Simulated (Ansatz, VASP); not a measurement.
# Two plane-wave programs on Na

Contents of INCAR:

```
ALGO = Fast
EDIFF = 1E-7
ENCUT = 520
GGA = PS
ISIF = 2
ISMEAR = 0
LASPH = True
LCHARG = False
LREAL = False
LWAVE = False
NBANDS = 10
NELM = 60
PREC = Accurate
SIGMA = 0.15
```

Contents of KPOINTS:

```
k-points
0
Gamma
  20 20 20
```

File POSCAR:

```
Na
1.0
   -1.8292429077      1.8292429077      2.8102879292
    1.8292429077     -1.8292429077      2.8102879292
    1.8292429077      1.8292429077     -2.8102879292
Na
1
Direct
    0.0000000000      0.0000000000      0.0000000000
```

Input for Ansatz:

```yaml
crystal:
  lattice:
    - [-1.8292429077, 1.8292429077, 2.8102879292]
    - [1.8292429077, -1.8292429077, 2.8102879292]
    - [1.8292429077, 1.8292429077, -2.8102879292]
  atoms:
    - { symbol: Na, position: [0.0, 0.0, 0.0] }
basis:
  ecutwfc: 420
kpoints:
  mp_grid: { grid: [20, 20, 20] }
hamiltonian:
  xc: pbesol
scf:
  occupations: { method: gaussian, width: 0.15 }
output:
  forces: true
  stress: true
  eigenvalues: true
```

Alike in both runs: task single point; functional PBEsol; k mesh 20 × 20 × 20; occupations gaussian, width 0.15 eV; no spin polarisation.

|  | VASP | Ansatz |
| --- | --- | --- |
| version | VASP 6.6.1 | Ansatz 0.2.0 |
| potentials or method | VASP PAW PBE potentials, release 64 (Na_pv) | scalar-relativistic, plane waves, PAW |
| plane-wave cutoff (eV) | 520 | 420 |
| valence electrons in the cell | 7 | 9 |

```tsv
	VASP	Ansatz	Ansatz less VASP
gap on the k mesh at the Fermi level (eV)	none	none	-
pressure (GPa)	-0.2	-0.2	-0.01
largest component of the traceless stress (GPa)	0.15	0.15	+0.001
```

A gap of «none» marks a metal or a gap that the smearing closes. With one functional, cell and mesh, what is left measures potentials, basis and numerics. The two sets of potentials don't hold the same shells in valence.

Caveats: the PAW data sets were made with another functional, which shifts forces and pressure a little (VASP).
